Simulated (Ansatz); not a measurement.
# Ti: one cell under several functionals, part 2 of 2

Aim: hold the geometry of Ti and change the functional (LDA, PBEsol, PBE), with LAPW and PAW, to see how pressure and electronic structure move. Some runs scale the volume too.

Ansatz 0.2.0; several functionals; a Materials Project cell. Earlier steps stand in the parts before.

**10. PBE, LAPW**

input.yaml reads:

```yaml
crystal:
  lattice:
    - [0.0, 2.0545745385, 2.0545745385]
    - [2.0545745385, 0.0, 2.0545745385]
    - [2.0545745385, 2.0545745385, 0.0]
  atoms:
    - { symbol: Ti, position: [0.0, 0.0, 0.0] }
kpoints:
  mp_grid: { grid: [14, 14, 14] }
  band_path:
    path:
      - [0.0, 0.0, 0.0]
      - [0.5, 0.0, 0.5]
      - [0.625, 0.25, 0.625]
      - [0.375, 0.375, 0.75]
      - [0.0, 0.0, 0.0]
      - [0.5, 0.5, 0.5]
      - [0.5, 0.25, 0.75]
      - [0.5, 0.0, 0.5]
    npoints: 5
scf:
  occupations: { method: fermi_dirac, width: 0.03 }
hamiltonian:
  xc: pbe
  pseudopotentials: { kind: all_electron, lapw: { basis_error: 0.0005 } }
output:
  forces: true
  stress: true
  eigenvalues: true
```

Launch:

```sh
> ansatz run input.yaml --threads 1 --pin off --max-ram 2048MiB --backend cpu --events-out ev --progress --plain --runs-dir out
```

The log of the run, cut to the lines that bear on the results:

```text
LAPW: plane waves up to 7.869 Å⁻¹, error target 5.0e-4 eV per atom; small_component_spin mean_spin; Ti in spheres of 1.453 Å, 12 of its electrons in bands, Dirac shells []
[...]
Pseudopotentials: kind: all_electron
Pseudopotential: Ti, LAPW, valence charge 12, Koelling and Harmon's equation, gaussian nucleus
Functional definition: PBE
[...]
Crystal: 1 atoms, lattice volume = 17.346 Å³
Basis set: ecut = 235.89358467974736 eV, 137 PW (Γ), exchange–correlation at level 2
Bands: 10, of which v1, the nominal top of the filled ones, is band 6 counted from 1 (5 counted from 0)
Symmetry: 48 space group operations
Space group: Fm-3m (ITA 225), of the structure as read, at distance tolerance 2.6e-5 Å
k-points: 104 of 2744
[...]
SCF iter   1: F=—  HF=-23233.441834 eV  |F-HF|=—  |Δ(HF+E_count)|=         —  Δρ=2.13e-2  dr2=4.96e-2  ethr=4.07e-4  ⟨swp⟩=2.9  Hψ=7722  notcnv=0
[...]
the basis was enlarged: its passes take 107.9 KiB over the memory plan, 1 of 1 planned eigensolver slots
[...]
SCF iter   6: F=-23233.274187 eV  HF=-23233.274187 eV  |F-HF|=8.55e-10  |Δ(HF+E_count)|=   9.48e-8  Δρ=1.28e-6  dr2=2.14e-10  ethr=7.60e-10  ⟨swp⟩=2.3  Hψ=3062  notcnv=0
[...]
NSCF: frozen V_eff on 36 k-points
SCF converged after 6 iterations
Free energy (F): -23233.274187 eV
[...]
E sigma→0 (E₀):  -23233.271141 eV
Entropy (-TS):   -0.006092 eV (-6.092 meV/atom)
Fermi energy:    13.695845 eV
[...]
--- Forces (eV/Å), atoms counted from 1 ---
  atom   1  Ti     0.00000000    -0.00000000     0.00000000
[...]
--- Stress (GPa, compression-positive) ---
        0.238498      -0.000000      -0.000000
       -0.000000       0.238498      -0.000000
       -0.000000      -0.000000       0.238498
  P = ⅓ Tr σ = 0.2385 GPa (2.385 kbar)
--- Band table (eV; the first three rows and the last of 104) ---
  k-point 0: bands = ["-42.9695", "-18.8429", "-18.8429", "-18.8429", "7.6244", "14.5758", "14.5758", "14.5758", "16.2150", "16.2150"]
[...]
```

Wall time 6.7 s (1 thread of Intel Xeon at 2.80GHz (Skylake/Cascade Lake), shared host); peak memory 0.32 GiB.

Read from it: pressure 0.24 GPa; no gap.

**11. PBE, PAW**

Changes to input.yaml since step 10:

```diff
@@ -24,3 +24,3 @@
   xc: pbe
-  pseudopotentials: { kind: all_electron, lapw: { basis_error: 0.0005 } }
+  pseudopotentials: { kind: paw }
 output:
@@ -29 +29,6 @@
   eigenvalues: true
+  efg: { contact_densities: true }
+  write_density: true
+  write_potential: true
+  elf: true
+  volumetric_format: npy
```

Launch:

```sh
> ansatz run input.yaml --threads 1 --pin off --max-ram 2048MiB --backend cpu --events-out ev --progress --plain --runs-dir out
```

The log of the run, cut to the lines that bear on the results:

```text
[...]
[... 3 set-up lines as earlier in the session ...]
[...]
Crystal: 1 atoms, lattice volume = 17.346 Å³
Basis set: ecut = 420 eV, 331 PW (Γ), exchange–correlation on 40×40×40 points (8 copies of the dense FFT grid, shifted against one another)
Bands: 10, of which v1, the nominal top of the filled ones, is band 6 counted from 1 (5 counted from 0)
[... 2 set-up lines as earlier in the session ...]
k-points: 104 of 2744
[...]
SCF iter   1: F=—  HF=-2499.609945 eV  |F-HF|=—  |Δ(HF+E_count)|=         —  Δρ=2.39e-3  dr2=3.77e-4  ethr=1.77e-3  ⟨swp⟩=4.3  Hψ=5417  notcnv=0
[...]
SCF iter   6: F=-2499.610054 eV  HF=-2499.610054 eV  |F-HF|=4.45e-9  |Δ(HF+E_count)|=   6.59e-9  Δρ=5.65e-6  dr2=6.01e-9  ethr=2.48e-10  ⟨swp⟩=4.5  Hψ=4565  notcnv=0
[...]
NSCF: frozen V_eff on 36 k-points
SCF converged after 6 iterations
Free energy (F): -2499.610054 eV
[...]
E sigma→0 (E₀):  -2499.607008 eV
Entropy (-TS):   -0.006091 eV (-6.091 meV/atom)
Fermi energy:    13.282136 eV
[...]
--- Forces (eV/Å), atoms counted from 1 ---
  atom   1  Ti    -0.00000000     0.00000000    -0.00000000
[...]
--- Stress (GPa, compression-positive) ---
        0.245976      -0.000000       0.000000
       -0.000000       0.245976      -0.000000
       -0.000000       0.000000       0.245976
  P = ⅓ Tr σ = 0.2460 GPa (2.460 kbar)
--- PAW observables at the nuclei: V_zz in 10²¹ V/m², potentials from the cell's mean, atoms counted from 1 ---
  atom   1  Ti V_zz =    +0.000000   η = 0.0000   by run symmetry: forbidden
            electrostatic potential = -2531.270981 V   contact ρ = 56791.307463 e/Å³
--- Band table (eV; the first three rows and the last of 104) ---
  k-point 0: bands = ["-43.3814", "-19.2543", "-19.2543", "-19.2543", "7.2098", "14.1616", "14.1616", "14.1616", "15.8014", "15.8014"]
[...]
```

It took 2.8 s on 1 thread of Intel Xeon at 2.80GHz (Skylake/Cascade Lake), shared host; peak memory 0.4 GiB.

This run gives: pressure 0.25 GPa; no gap.

**12. PBE, LAPW, volume × 0.96**

input.yaml reads:

```yaml
crystal:
  lattice:
    - [0.0, 2.0268066138, 2.0268066138]
    - [2.0268066138, 0.0, 2.0268066138]
    - [2.0268066138, 2.0268066138, 0.0]
  atoms:
    - { symbol: Ti, position: [0.0, 0.0, 0.0] }
kpoints:
  mp_grid: { grid: [14, 14, 14] }
scf:
  occupations: { method: fermi_dirac, width: 0.03 }
hamiltonian:
  xc: pbe
  pseudopotentials: { kind: all_electron, lapw: { basis_error: 0.0005 } }
output:
  forces: true
  stress: true
  eigenvalues: true
```

Launch:

```sh
> ansatz run input.yaml --threads 1 --pin off --max-ram 2048MiB --backend cpu --events-out ev --progress --plain --runs-dir out
```

The log of the run, cut to the lines that bear on the results:

```text
LAPW: plane waves up to 7.982 Å⁻¹, error target 5.0e-4 eV per atom; small_component_spin mean_spin; Ti in spheres of 1.433 Å, 12 of its electrons in bands, Dirac shells []
[...]
[... 3 set-up lines as earlier in the session ...]
[...]
Crystal: 1 atoms, lattice volume = 16.652 Å³
Basis set: ecut = 242.71406641795664 eV, 137 PW (Γ), exchange–correlation at level 2
Bands: 10, of which v1, the nominal top of the filled ones, is band 6 counted from 1 (5 counted from 0)
[... 2 set-up lines as earlier in the session ...]
k-points: 104 of 2744
[...]
SCF iter   1: F=—  HF=-23233.422888 eV  |F-HF|=—  |Δ(HF+E_count)|=         —  Δρ=2.15e-2  dr2=4.75e-2  ethr=3.89e-4  ⟨swp⟩=2.9  Hψ=7726  notcnv=0
[...]
the basis was enlarged: its passes take 107.9 KiB over the memory plan, 1 of 1 planned eigensolver slots
[...]
SCF iter   6: F=-23233.263252 eV  HF=-23233.263252 eV  |F-HF|=6.37e-10  |Δ(HF+E_count)|=   2.13e-8  Δρ=1.13e-6  dr2=1.23e-10  ethr=4.86e-10  ⟨swp⟩=2.5  Hψ=3092  notcnv=0
[...]
SCF converged after 6 iterations
Free energy (F): -23233.263252 eV
[...]
E sigma→0 (E₀):  -23233.260423 eV
Entropy (-TS):   -0.005659 eV (-5.659 meV/atom)
Fermi energy:    14.368356 eV
[...]
--- Forces (eV/Å), atoms counted from 1 ---
  atom   1  Ti     0.00000000    -0.00000000     0.00000000
[...]
--- Stress (GPa, compression-positive) ---
        4.954321      -0.000000       0.000000
       -0.000000       4.954321       0.000000
        0.000000       0.000000       4.954321
  P = ⅓ Tr σ = 4.9543 GPa (49.543 kbar)
--- Band table (eV; the first three rows and the last of 104) ---
  k-point 0: bands = ["-42.2212", "-18.0461", "-18.0461", "-18.0461", "8.2126", "15.2771", "15.2771", "15.2771", "17.0106", "17.0106"]
[...]
```

It took 5.9 s on 1 thread of Intel Xeon at 2.80GHz (Skylake/Cascade Lake), shared host; peak memory 0.31 GiB.

In short: pressure 4.95 GPa; no gap.

**13. PBE, PAW, volume × 0.96**

Changes to input.yaml since step 12:

```diff
@@ -13,3 +13,3 @@
   xc: pbe
-  pseudopotentials: { kind: all_electron, lapw: { basis_error: 0.0005 } }
+  pseudopotentials: { kind: paw }
 output:
@@ -18 +18,2 @@
   eigenvalues: true
+  efg: { contact_densities: true }
```

Launch:

```sh
> ansatz run input.yaml --threads 1 --pin off --max-ram 2048MiB --backend cpu --events-out ev --progress --plain --runs-dir out
```

The log of the run, cut to the lines that bear on the results:

```text
[...]
[... 3 set-up lines as earlier in the session ...]
[...]
Crystal: 1 atoms, lattice volume = 16.652 Å³
Basis set: ecut = 420 eV, 331 PW (Γ), exchange–correlation on 40×40×40 points (8 copies of the dense FFT grid, shifted against one another)
Bands: 10, of which v1, the nominal top of the filled ones, is band 6 counted from 1 (5 counted from 0)
[... 2 set-up lines as earlier in the session ...]
k-points: 104 of 2744
[...]
SCF iter   1: F=—  HF=-2499.598920 eV  |F-HF|=—  |Δ(HF+E_count)|=         —  Δρ=2.85e-3  dr2=4.01e-4  ethr=1.77e-3  ⟨swp⟩=4.3  Hψ=5396  notcnv=0
[...]
SCF iter   6: F=-2499.599098 eV  HF=-2499.599098 eV  |F-HF|=2.52e-9  |Δ(HF+E_count)|=   4.20e-9  Δρ=4.48e-6  dr2=3.32e-9  ethr=1.53e-10  ⟨swp⟩=2.0  Hψ=3151  notcnv=0
[...]
SCF converged after 6 iterations
Free energy (F): -2499.599098 eV
[...]
E sigma→0 (E₀):  -2499.596269 eV
Entropy (-TS):   -0.005659 eV (-5.659 meV/atom)
Fermi energy:    13.936449 eV
[...]
--- Forces (eV/Å), atoms counted from 1 ---
  atom   1  Ti    -0.00000000     0.00000000     0.00000000
[...]
--- Stress (GPa, compression-positive) ---
        4.958356      -0.000000       0.000000
       -0.000000       4.958356      -0.000000
        0.000000       0.000000       4.958356
  P = ⅓ Tr σ = 4.9584 GPa (49.584 kbar)
--- PAW observables at the nuclei: V_zz in 10²¹ V/m², potentials from the cell's mean, atoms counted from 1 ---
  atom   1  Ti V_zz =    -0.000000   η = 0.0000   by run symmetry: forbidden
            electrostatic potential = -2532.082190 V   contact ρ = 56791.902869 e/Å³
--- Band table (eV; the first three rows and the last of 104) ---
  k-point 0: bands = ["-42.6512", "-18.4755", "-18.4755", "-18.4755", "7.7800", "14.8446", "14.8446", "14.8446", "16.5788", "16.5788"]
[...]
```

Wall time 2.1 s (1 thread of Intel Xeon at 2.80GHz (Skylake/Cascade Lake), shared host); peak memory 0.39 GiB.

Read from it: pressure 4.96 GPa; no gap.

**14. Comparison**

| run | pressure (GPa) | SCF cycles, all passes |
| --- | --- | --- |
| LDA, LAPW | -8.47 | 6 |
| LDA, PAW | -8.48 | 6 |
| LDA, LAPW, volume × 0.96 | -4.43 | 6 |
| LDA, PAW, volume × 0.96 | -4.44 | 6 |
| PBEsol, LAPW | -4.19 | 6 |
| PBEsol, PAW | -4.18 | 6 |
| PBEsol, LAPW, volume × 1.04 | -7.81 | 6 |
| PBEsol, PAW, volume × 1.04 | -7.80 | 6 |
| PBE, LAPW | 0.24 | 6 |
| PBE, PAW | 0.25 | 6 |
| PBE, LAPW, volume × 0.96 | 4.95 | 6 |
| PBE, PAW, volume × 0.96 | 4.96 | 6 |

**15. What came out**

This closing draws on all 2 parts.

| quantity | value |
| --- | --- |
| pressure, LDA (LAPW) | -8.47 GPa |
| pressure, PBEsol (LAPW) | -4.19 GPa |
| pressure, PBE (LAPW) | 0.24 GPa |
| pressure, LDA, LAPW, volume × 0.96 | -4.43 GPa |
| pressure, PBEsol, LAPW, volume × 1.04 | -7.81 GPa |
| pressure, PBE, LAPW, volume × 0.96 | 4.95 GPa |

**Reading.** At the same cell the pressure rises in the order LDA (-8.5 GPa) < PBEsol (-4.2 GPa) < PBE (0.2 GPa) (LAPW): the lower it is, the smaller the cell that the functional wants. A straight line through the two PBE volumes puts zero pressure near 17.38 Å³/atom. Over the pairs set side by side here (LDA, LDA, PBEsol, PBEsol, PBE, PBE), PAW stays within 0.01 GPa of LAPW.
